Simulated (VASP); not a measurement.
# TiAl3 (I4/mmm) in VASP: further runs, part 2 of 2

VASP 6.6.1. Earlier steps stand in the parts before.

## Step 5: Relaxation of cell and atoms, PBE

This run uses another cell than the first one, of 15.93 Å³/atom, 1.019 times its volume.

The input, INCAR:

```
SYSTEM = TiAl3
ALGO = Normal
EDIFF = 1E-7
EDIFFG = -0.005
ENCUT = 600
GGA = PE
IBRION = 2
ISIF = 3
ISMEAR = 1
LASPH = .True.
LCHARG = .False.
LREAL = .False.
LWAVE = .False.
NELM = 80
NSW = 90
PREC = Accurate
SIGMA = 0.1
```

The input, KPOINTS:

```
k-points
0
Gamma
  14 14 14
  0 0 0
```

The input, POSCAR:

```
TiAl3                                   
1.0
   -1.9228873115      1.9228873115      4.3086428293
    1.9228873115     -1.9228873115      4.3086428293
    1.9228873115      1.9228873115     -4.3086428293
  Ti              Al            
     1     3
Direct
     0.0000000000000000    0.0000000000000000    0.0000000000000000
     0.5000000000000000    0.5000000000000000    0.0000000000000000
     0.7500000000000000    0.2500000000000000    0.5000000000000000
     0.2500000000000000    0.7500000000000000    0.5000000000000000
```

Potentials or basis: VASP PAW PBE potentials, release 64 (Ti_sv, Al).

On the command line:

```bash
$ cat potpaw_PBE.64/Ti_sv/POTCAR potpaw_PBE.64/Al/POTCAR > POTCAR
$ mpirun -np 1 vasp_std > vasp.out
```

OUTCAR:

```text
SYSTEM = TiAl3
   EDIFF = 1E-7
   EDIFFG = -0.005
   ENCUT = 600
   GGA = PE
   IBRION = 2
   ISIF = 3
   ISMEAR = 1
   LASPH = .True.
   LREAL = .False.
   NELM = 80
   NSW = 90
   PREC = Accurate

 ion  position               nearest neighbor table
   1  0.000  0.000  0.000-   2 2.72   2 2.72   2 2.72   2 2.72   4 2.89   3 2.89   4 2.89   4 2.89
                             3 2.89   3 2.89   4 2.89   3 2.89
   2  0.500  0.500  0.000-   1 2.72   1 2.72   1 2.72   1 2.72   4 2.89   3 2.89   4 2.89   3 2.89
                             4 2.89   4 2.89   3 2.89   3 2.89
   3  0.750  0.250  0.500-   4 2.72   4 2.72   4 2.72   4 2.72   2 2.89   1 2.89   2 2.89   1 2.89
                             2 2.89   2 2.89   1 2.89   1 2.89
   4  0.250  0.750  0.500-   3 2.72   3 2.72   3 2.72   3 2.72   2 2.89   1 2.89   2 2.89   2 2.89
[... 665 lines left out ...]
  Total        0.0041812      0.0041812      0.0121583      0.0000000      0.0000000      0.0000000
  in kB        0.1051381      0.1051381      0.3057275      0.0000000      0.0000000      0.0000000
  external PRESSURE =       0.1720012 kB  Pullay stress =       0.0000000 kB

 VOLUME and BASIS-vectors are now :
 -----------------------------------------------------------------------------
  energy-cutoff  :      600.00
  volume of cell :       63.72
      direct lattice vectors                 reciprocal lattice vectors
    -1.922331521  1.922331521  4.310543474     0.000000000  0.260100817  0.115994654
     1.922331521 -1.922331521  4.310543474     0.260100817  0.000000000  0.115994654
     1.922331521  1.922331521 -4.310543474     0.260100817  0.260100817  0.000000000

 POSITION                                       TOTAL-FORCE (eV/Angst)
 -----------------------------------------------------------------------------------
      0.00000      0.00000      0.00000        -0.000000      0.000000     -0.000000
      0.00000      0.00000      4.31054        -0.000000      0.000000     -0.000000
      0.00000      1.92233      2.15527        -0.000000      0.000000      0.000000
      1.92233      0.00000      2.15527         0.000000     -0.000000      0.000000
 -----------------------------------------------------------------------------------
    total drift:                               -0.000000     -0.000000     -0.000000

  FREE ENERGIE OF THE ION-ELECTRON SYSTEM (eV)
  ---------------------------------------------------
  free  energy   TOTEN  =       -20.6611604842 eV

  energy  without entropy=      -20.6609848967  energy(sigma->0) =      -20.66110196

 reached required accuracy - stopping structural energy minimisation
```

OSZICAR:

```text
N       E                     dE             d eps       ncg     rms          rms(c)
DAV:   1     0.126292572538E+03    0.12629E+03   -0.10216E+04  6832   0.154E+03
DAV:   2    -0.112571414637E+02   -0.13755E+03   -0.13591E+03  6910   0.359E+02
DAV:   3    -0.224549123989E+02   -0.11198E+02   -0.10840E+02 12006   0.841E+01
[... 15 lines left out ...]
DAV:   2    -0.206611693226E+02    0.23741E-04   -0.13321E-04  7426   0.110E-01    0.210E-02
DAV:   3    -0.206611615018E+02    0.78208E-05   -0.30750E-05  9088   0.448E-02    0.865E-03
DAV:   4    -0.206611603753E+02    0.11265E-05   -0.11653E-05 10558   0.301E-02    0.330E-03
DAV:   5    -0.206611603939E+02   -0.18602E-07   -0.10606E-06  8328   0.994E-03    0.142E-03
DAV:   6    -0.206611604842E+02   -0.90334E-07   -0.10860E-07  4592   0.342E-03
   2 F= -.20661160E+02 E0= -.20661102E+02  d E =-.168955E-04
```

Run time: 7.5 min. Hardware: 1 thread of AMD EPYC 9R14 (Zen 4), shared host; peak memory 0.43 GiB.

Results:

- Free energy: -20.6612 eV
- Relaxed volume: 15.93 Å³/atom
- Relaxed cell: a = 5.096 Å, b = 5.096 Å, c = 5.096 Å, α = 135.68°, β = 135.68°, γ = 64.48°
- Space group after relaxing (to 0.05 Å): I4/mmm (No. 139)
- Energy gained by relaxing: 0.0 meV/atom
- Ionic steps: 2
- Pressure after relaxing: 0.0 GPa
- Band gap on the k mesh: none (metal or under the smearing width)

Final structure:
```yaml
crystal:
  lattice:
    - [-1.92233, 1.92233, 4.31054]
    - [1.92233, -1.92233, 4.31054]
    - [1.92233, 1.92233, -4.31054]
  atoms:
    - { symbol: Ti, position: [0.00000, 0.00000, 0.00000] }
    - { symbol: Al, position: [0.50000, 0.50000, 0.00000] }
    - { symbol: Al, position: [0.75000, 0.25000, 0.50000] }
    - { symbol: Al, position: [0.25000, 0.75000, 0.50000] }
```

## Step 6: Relaxation of cell and atoms, LDA

The input, INCAR:

```
  PREC = Accurate
  ENCUT = 600
  EDIFF = 1E-6
  ISMEAR = 1
  SIGMA = 0.1
  LREAL = F
  LASPH = T
  NELM = 80
  ALGO = Normal
  ISIF = 3
  LWAVE = F
  LCHARG = F
  GGA = CA
  IBRION = 2
  NSW = 90
  EDIFFG = -0.01
```

The input, KPOINTS:

```
regular mesh
0
Gamma
  14 14 14
```

The input, POSCAR:

```
TiAl3
1.0
   -1.9111067713      1.9111067713      4.2806687947
    1.9111067713     -1.9111067713      4.2806687947
    1.9111067713      1.9111067713     -4.2806687947
Ti Al
1 3
Direct
    0.0000000000      0.0000000000      0.0000000000
    0.5000000000      0.5000000000      0.0000000000
    0.7500000000      0.2500000000      0.5000000000
    0.2500000000      0.7500000000      0.5000000000
```

Potentials or basis: VASP PAW LDA potentials, release 64 (Ti_sv, Al).

On the command line:

```bash
$ cat potpaw_LDA.64/Ti_sv/POTCAR potpaw_LDA.64/Al/POTCAR > POTCAR
$ mpirun -np 1 vasp_std > vasp.out
```

Run time: 12 min. Hardware: 1 thread of Intel Xeon Platinum 8259CL at 2.50GHz (Skylake/Cascade Lake), shared host; peak memory 0.41 GiB.

Results (log left out):

```
Free energy                            : -22.7943 eV
Relaxed volume                         : 15.16 Å³/atom
Relaxed cell                           : a = 5.015 Å, b = 5.015 Å, c = 5.015 Å, α = 135.71°, β = 135.71°, γ = 64.43°
Space group after relaxing (to 0.05 Å) : I4/mmm (No. 139)
Energy gained by relaxing              : 5.1 meV/atom
Ionic steps                            : 3
Pressure after relaxing                : 0.0 GPa
Band gap on the k mesh                 : none (metal or under the smearing width)
```

Stress tensor (GPa, compression positive):
```
-0.05  0.00  0.00
 0.00 -0.05  0.00
 0.00  0.00  0.08
```

The path:
| step | energy change (eV) | largest force (eV/Å) | pressure (GPa) | volume (Å³) |
| --- | --- | --- | --- | --- |
| 1 | 0.0000 | 0.0000 | -3.35 | 62.54 |
| 2 | -0.0138 | 0.0000 | 2.07 | 59.62 |
| 3 | -0.0204 | 0.0000 | 0.00 | 60.66 |

Final structure:
```
CELL_PARAMETERS angstrom
-1.89048 1.89048 4.24291
1.89048 -1.89048 4.24291
1.89048 1.89048 -4.24291
ATOMIC_POSITIONS crystal
Ti 0.00000 0.00000 0.00000
Al 0.50000 0.50000 0.00000
Al 0.75000 0.25000 0.50000
Al 0.25000 0.75000 0.50000
```

Levels at points of the mesh, in eV from the Fermi level:
```
           k point  band 9  band 10  band 11  band 12  band 13  band 14
(0.00, 0.00, 0.00)   -1.25    -1.25     0.86     1.86     1.86     2.31
(0.50, 0.00, 0.00)   -1.08    -0.29     0.51     1.85     2.17     2.81
(0.50, 0.50, 0.00)   -2.66    -2.21    -1.03     1.84     1.98     2.95
(0.50, 0.50, 0.50)   -0.87    -0.24     0.70     0.70     0.98     3.15
```

## Step 7: Relaxation of cell and atoms, LDA

This run uses another cell than the first one, of 15.16 Å³/atom, 0.970 times its volume.

Changes to INCAR since step 6:

```diff
@@ -2,3 +2,3 @@
   ENCUT = 600
-  EDIFF = 1E-6
+  EDIFF = 1E-7
   ISMEAR = 1
@@ -15,2 +15,2 @@
   NSW = 90
-  EDIFFG = -0.01
+  EDIFFG = -0.005
```

KPOINTS is that of step 6.

The input, POSCAR:

```
TiAl3                                   
1.0
   -1.8904810748      1.8904810748      4.2429079377
    1.8904810748     -1.8904810748      4.2429079377
    1.8904810748      1.8904810748     -4.2429079377
  Ti              Al            
     1     3
Direct
     0.0000000000000000    0.0000000000000000    0.0000000000000000
     0.5000000000000000    0.5000000000000000    0.0000000000000000
     0.7500000000000000    0.2500000000000000    0.5000000000000000
     0.2500000000000000    0.7500000000000000    0.5000000000000000
```

On the command line:

```bash
$ cat potpaw_LDA.64/Ti_sv/POTCAR potpaw_LDA.64/Al/POTCAR > POTCAR
$ mpirun -np 1 vasp_std > vasp.out
```

It took 7.7 min on 1 thread of Intel Xeon Platinum 8259CL at 2.50GHz (Skylake/Cascade Lake), shared host; peak memory 0.4 GiB.

The run converged. Its results:

```
Free energy               : -22.7940 eV
Energy gained by relaxing : 0.0 meV/atom
Ionic steps               : 2
Pressure after relaxing   : 0.0 GPa
Band gap on the k mesh    : none (metal or under the smearing width)
```

Final structure:
```
Ti Al
1.0
    -1.89011    1.89011    4.24453
     1.89011   -1.89011    4.24453
     1.89011    1.89011   -4.24453
Ti Al
1 3
Direct
  0.00000 0.00000 0.00000
  0.50000 0.50000 0.00000
  0.75000 0.25000 0.50000
  0.25000 0.75000 0.50000
```

Levels at points of the mesh, in eV from the Fermi level:
| k point | band 9 | band 10 | band 11 | band 12 | band 13 | band 14 |
| --- | --- | --- | --- | --- | --- | --- |
| (0.00, 0.00, 0.00) | -1.25 | -1.25 | 0.86 | 1.86 | 1.86 | 2.32 |
| (0.50, 0.00, 0.00) | -1.08 | -0.29 | 0.51 | 1.85 | 2.17 | 2.81 |
| (0.50, 0.50, 0.00) | -2.66 | -2.21 | -1.03 | 1.84 | 1.98 | 2.78 |
| (0.50, 0.50, 0.50) | -0.87 | -0.24 | 0.71 | 0.71 | 0.98 | 3.15 |

## Step 8: The runs side by side

| level | potentials or basis | gap on the mesh (eV) | pressure (GPa) | relaxed volume (Å³/atom) |
| --- | --- | --- | --- | --- |
| r2SCAN | VASP PAW PBE potentials, release 64 (Ti_sv, Al) | none | 0.0 | - |
| PBE | VASP PAW PBE potentials, release 64 (Ti_sv, Al) | none | 0.0 | 15.93 |
| LDA | VASP PAW LDA potentials, release 64 (Ti_sv, Al) | none | 0.0 | 15.16 |

Alike in all rows: task relaxation of cell and atoms; no spin polarisation; cell relaxed; k mesh 14 × 14 × 14; cutoff (eV) 600; smearing methfessel-paxton 0.1 eV.

Caveats: the relaxation stopped at its first step, so nothing moved (some runs); the PAW data sets were made with another functional, which shifts forces and pressure a little (some runs).

Absolute energies hang on the potentials; compare differences alone.
